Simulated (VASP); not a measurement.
# GaP (F-43m) in VASP: notebook, part 3 of 4

VASP 6.6.1. The steps go on from the part before.

### Step 5. G0W0 quasiparticle levels, PBE

Input file POSCAR:

```
GaP
1.0
    0.0000000000      2.7252500000      2.7252500000
    2.7252500000      0.0000000000      2.7252500000
    2.7252500000      2.7252500000      0.0000000000
Ga P
1 1
Direct
    0.0000000000      0.0000000000      0.0000000000
    0.7500000000      0.7500000000      0.7500000000
```

Input file INCAR.step1:

```
SYSTEM = GaP
PREC     = Accurate       ! precision mode
ENCUT    = 450            ! plane-wave cutoff, eV
EDIFF    = 1E-8           ! SCF threshold, eV
ISMEAR   = 0              ! smearing method
SIGMA    = 0.01           ! smearing width, eV
LREAL    = .False.        ! projectors in reciprocal space
LASPH    = .True.         ! aspherical terms in the spheres
NELM     = 80             ! most SCF steps
ALGO     = Normal         ! electronic algorithm
LWAVE    = .True.         ! write WAVECAR
LCHARG   = .False.        ! write CHGCAR
GGA      = PE             ! functional
```

Input file INCAR.step2:

```
SYSTEM = GaP
PREC     = Accurate       ! precision mode
ENCUT    = 450            ! plane-wave cutoff, eV
EDIFF    = 1E-8           ! SCF threshold, eV
ISMEAR   = 0              ! smearing method
SIGMA    = 0.01           ! smearing width, eV
LREAL    = .False.        ! projectors in reciprocal space
LASPH    = .True.         ! aspherical terms in the spheres
NELM     = 1              ! most SCF steps
ALGO     = Exact          ! electronic algorithm
LWAVE    = .True.         ! write WAVECAR
LCHARG   = .False.        ! write CHGCAR
GGA      = PE             ! functional
NBANDS   = 33             ! bands
LOPTICS  = .True.         ! frequency-dependent dielectric function
ISTART   = 1
```

Input file INCAR.step3:

```
SYSTEM = GaP
PREC     = Accurate       ! precision mode
ENCUT    = 450            ! plane-wave cutoff, eV
EDIFF    = 1E-8           ! SCF threshold, eV
ISMEAR   = 0              ! smearing method
SIGMA    = 0.01           ! smearing width, eV
LREAL    = .False.        ! projectors in reciprocal space
LASPH    = .True.         ! aspherical terms in the spheres
ALGO     = EVGW0          ! electronic algorithm
LWAVE    = .False.        ! write WAVECAR
LCHARG   = .False.        ! write CHGCAR
GGA      = PE             ! functional
NELMGW   = 1            
NBANDS   = 33             ! bands
ENCUTGW  = 150            ! cutoff of the response function
NOMEGA   = 48             ! frequency points
PRECFOCK = Fast         
ISTART   = 1            
NBANDSGW = 17
```

Input file KPOINTS:

```
Automatic mesh
0
Gamma
  3 3 3
  0 0 0
```

Potentials or basis: VASP PAW PBE potentials, release 64 (Ga_d_GW, P_GW).

On the command line:

```bash
cat potpaw_PBE.64/Ga_d_GW/POTCAR potpaw_PBE.64/P_GW/POTCAR > POTCAR
cp INCAR.step1 INCAR
mpirun -np 1 vasp_std > vasp.out
cp INCAR.step2 INCAR
mpirun -np 1 vasp_std > vasp.out
cp INCAR.step3 INCAR
mpirun -np 1 vasp_std > vasp.out
```

OUTCAR:

```text
SYSTEM = GaP
   PREC = Accurate
   ENCUT = 450
   EDIFF = 1E-8
   ISMEAR = 0
   LREAL = .False.
   LASPH = .True.
   GGA = PE
   NELMGW = 1
   ENCUTGW = 150
   PRECFOCK = Fast
   ISTART = 1

 Found      4 irreducible k-points:

 Following reciprocal coordinates:
            Coordinates               Weight
  0.000000  0.000000  0.000000      1.000000
  0.333333  0.000000  0.000000      8.000000
  0.333333  0.333333  0.000000      6.000000
 -0.333333  0.333333  0.000000     12.000000
   k-points           NKPTS =      4   k-points in BZ     NKDIM =     27   number of bands    NBANDS=     33
   number of dos      NEDOS =    301   number of ions     NIONS =      2
   total plane-waves  NPLWV =  21952
   dimension x,y,z NGX =    28 NGY =   28 NGZ =   28
   dimension x,y,z NGXF=    56 NGYF=   56 NGZF=   56
   ions per type =               1   1
   NGX,Y,Z   is equivalent  to a cutoff of  12.08, 12.08, 12.08 a.u.
   NGXF,Y,Z  is equivalent  to a cutoff of  24.16, 24.16, 24.16 a.u.
 SYSTEM =  GaP
   PREC   = accura    normal or accurate (medium, high low for compatibility)
   ISTART =      1    job   : 0-new  1-cont  2-samecut
   ICHARG =      0    charge: 1-file 2-atom 10-const
   ISPIN  =      1    spin polarized calculation?
   LNONCOLLINEAR =      F non collinear calculations
   LSORBIT =      F    spin-orbit coupling
   LASPH  =      T    aspherical Exc in radial PAW
   ENCUT  =  450.0 eV  33.07 Ry    5.75 a.u.   6.67  6.67  6.67*2*pi/ulx,y,z
   NELM   =     60;   NELMIN=  2; NELMDL=  0     # of ELM steps
   EDIFF  = 0.1E-07   stopping-criterion for ELM
   LREAL  =      F    real-space projection
   EDIFFG = 0.1E-06   stopping-criterion for IOM
   NSW    =      0    number of steps for IOM
   IBRION =     -1    ionic relax: 0-MD 1-quasi-New 2-CG
   NFREE  =      0    steps in history (QN), initial steepest desc. (CG)
   ISIF   =      0    stress and relaxation
   ISYM   =      3    0-nonsym 1-usesym 2-fastsym
   POTIM  = 0.5000    time-step for ionic-motion
   TEBEG  =    0.0;   TEEND  =   0.0 temperature during run
   PSTRESS=    0.0 pullay stress
   NELECT =      18.0000    total number of electrons
   NUPDOWN=      -1.0000    fix difference up-down
   EMIN   =  10.00;   EMAX   =-10.00  energy-range for DOS
   EFERMI =   0.00;   METHOD = LEGACY
   ISMEAR =     0;   SIGMA  =   0.01  broadening in eV -4-tet -1-fermi 0-gaus
   EFERMI_NEDOS =   21; number of points for ismear=-14 and -15
   IALGO  =     38    algorithm
   IMIX   =      4    mixing-type and parameters
     AMIX     =   0.40;   BMIX     =  1.00
     AMIX_MAG =   1.60;   BMIX_MAG =  1.00
  volume/ion in A,a.u.               =      20.24       136.59
  Fermi-wavevector in a.u.,A,eV,Ry     =   1.249538  2.361284 21.243377  1.561344
  Thomas-Fermi vector in A             =   2.383574
   LORBIT       =      0    0 simple, 1 ext, 2 COOP (PROOUT), +10 PAW based schemes
   GGA     = PE    functional components
   LHFCALC =     T    Hartree Fock is set to
   PRECFOCK=fast      Normal, Fast or Accurate (Low or Medium for compatibility)
   ENCUT4O =  -1.0   cutoff for four orbital integrals eV
   NKREDX  =     1    reduce k-point grid by
   NKREDY  =     1    reduce k-point grid by
   NKREDZ  =     1    reduce k-point grid by
   AEXX    =    1.0000 exact exchange contribution
   HFSCREEN=    0.0000 screening length (either q_TF or 0.3 A-1)
   HFSCREENC=   0.0000 screening length for correlation (either q_TF or 0.3 A-1)
   ENCUTFOCK=  -1.0 apply spherical cutoff to Coloumb kernel
   IVDW    =     0    specifies the selected vdW correction
   LEPSILON=     F    determine dielectric tensor
   LRPA    =     F    only Hartree local field effects (RPA)
   LRPAFORCE           =     F    calculate RPA forces
   ENCUTGW             = 150.0    cutoff for response function in eV
   ENCUTGWSOFT         = 120.0    soft cutoff for Coulomb kernel in GW response function in eV
   ENCUTLF             =  -1.0    cutoff for local field effects
   NELMGW              =     1    number of iterations in solving QP/BSE equation
   NELMHF              =     1    number of iterations in the inner HF iteration
   NKREDLFX            =     1    NKREDLFY  =   1   NKREDLFZ  =   1
 non-spin polarized calculation
 Gauss-broadening in eV      SIGMA  =   0.01
  energy-cutoff  :      450.00
  volume of cell :       40.48
 maximum number of plane-waves:       893
 NGX is ok and might be reduce to    28
  NGX = 16; NGY = 16; NGZ = 16
   NGX = 13   NGY = 13   NGZ = 13
 maximum number of plane-waves:       172

 QP shifts <psi_nk| G(iteration)W_0 |psi_nk>: iteration 1
 for sc-GW calculations column KS-energies equals QP-energies in previous step
 and V_xc(KS)=  KS-energies - (<T + V_ion + V_H > + <T+V_H+V_ion>^1  + <V_x>^1)

 k-point   1 :       0.0000    0.0000    0.0000
  band No.  KS-energies  QP-energies   sigma(KS)   V_xc(KS)     V^pw_x(r,r')   Z            occupation Imag(sigma)

      1     -10.1856     -12.5924     -25.2462     -21.6848     -35.0252       0.6758       2.0000       0.2274
      2     -10.1856     -12.5924     -25.2462     -21.6848     -35.0252       0.6758       2.0000       0.2274
      3     -10.1856     -12.5924     -25.2462     -21.6848     -35.0252       0.6758       2.0000       0.2274
      4     -10.0900     -12.5368     -25.4246     -21.8034     -35.1437       0.6757       2.0000       0.2012
      5     -10.0900     -12.5368     -25.4246     -21.8034     -35.1437       0.6757       2.0000       0.2012
      6      -8.0298      -8.2064     -11.6027     -11.3534     -18.6291       0.7082       2.0000       1.2478
[... 9 lines left out ...]
     16      14.1509      14.9777      -9.7398     -10.8284      -4.9889       0.7595       0.0000      -0.2598
     17      16.8528      17.1871      -7.7386      -8.1664      -2.3911       0.7815       0.0000      -0.5270

 k-point   2 :       0.3333    0.0000    0.0000
  band No.  KS-energies  QP-energies   sigma(KS)   V_xc(KS)     V^pw_x(r,r')   Z            occupation Imag(sigma)

      1     -10.2450     -12.5869     -24.8650     -21.4022     -34.6069       0.6763       2.0000       0.2636
      2     -10.1657     -12.5855     -25.2893     -21.7197     -35.0663       0.6779       2.0000       0.2248
      3     -10.1657     -12.5855     -25.2893     -21.7197     -35.0663       0.6779       2.0000       0.2248
      4     -10.0863     -12.5433     -25.4317     -21.8125     -35.1586       0.6789       2.0000       0.1987
      5     -10.0863     -12.5433     -25.4317     -21.8125     -35.1586       0.6789       2.0000       0.1987
      6      -6.7233      -6.9171     -12.2335     -11.9516     -18.9040       0.6873       2.0000       0.9610
[... 9 lines left out ...]
     16      14.1473      14.4714      -7.7412      -8.1523      -2.6893       0.7884       0.0000      -0.3743
     17      19.2487      19.9308      -8.8039      -9.7041      -3.0812       0.7577       0.0000      -0.7457

 k-point   3 :       0.3333    0.3333    0.0000
  band No.  KS-energies  QP-energies   sigma(KS)   V_xc(KS)     V^pw_x(r,r')   Z            occupation Imag(sigma)

      1     -10.2750     -12.5933     -24.8199     -21.3729     -34.5687       0.6726       2.0000       0.2665
      2     -10.1381     -12.5821     -25.3637     -21.7803     -35.1478       0.6820       2.0000       0.2216
      3     -10.1381     -12.5821     -25.3637     -21.7803     -35.1478       0.6820       2.0000       0.2216
      4     -10.1154     -12.5363     -25.3305     -21.7285     -35.0419       0.6721       2.0000       0.2117
      5     -10.0739     -12.5467     -25.4581     -21.8339     -35.1855       0.6823       2.0000       0.1870
      6      -6.2578      -6.4535     -12.2973     -12.0132     -18.7791       0.6891       2.0000       0.8813
[... 9 lines left out ...]
     16      18.8867      19.5469      -8.5289      -9.3929      -2.9341       0.7641       0.0000      -0.6873
     17      19.8687      20.7507      -9.8462     -11.0084      -3.9445       0.7589       0.0000      -0.9375

 k-point   4 :      -0.3333    0.3333    0.0000
  band No.  KS-energies  QP-energies   sigma(KS)   V_xc(KS)     V^pw_x(r,r')   Z            occupation Imag(sigma)

      1     -10.2740     -12.5895     -24.7780     -21.3469     -34.5252       0.6749       2.0000       0.2713
      2     -10.1481     -12.5849     -25.3284     -21.7436     -35.0963       0.6798       2.0000       0.2215
      3     -10.1367     -12.5839     -25.3639     -21.7837     -35.1500       0.6835       2.0000       0.2219
      4     -10.1005     -12.5405     -25.3866     -21.7748     -35.1096       0.6756       2.0000       0.2005
      5     -10.0831     -12.5469     -25.4309     -21.8126     -35.1573       0.6809       2.0000       0.1964
      6      -5.2807      -5.5009     -12.9576     -12.6405     -19.1782       0.6943       2.0000       0.7460
[... 9 lines left out ...]
     16      19.4742      20.0649      -8.4198      -9.1973      -2.7823       0.7596       0.0000      -0.6894
     17      20.2154      21.0993      -9.4773     -10.6356      -3.3956       0.7632       0.0000      -0.9507
```

It took 34 s on 1 thread of Intel Xeon Platinum 8488C (Sapphire Rapids), shared host; peak memory 0.24 GiB.

These settings aren't checked as converged: the numbers below hold their error.

Results:

| Property | Result |
| --- | --- |
| Band gap on the k mesh, mean-field level | 1.70 eV, indirect (least direct gap 1.80 eV) |
| Quasiparticle gap | 2.22 eV |
| Least direct quasiparticle gap | 2.76 eV |

Caveat: the k mesh is coarse (spacing up to 0.67 Å⁻¹), so the values aren't converged; bands, screening cutoff and mesh are small and nothing is extrapolated, so the quasiparticle values aren't converged; an odd mesh through Γ misses points on the zone boundary, where band edges often lie.

(Part 3 of 4 ends here.)
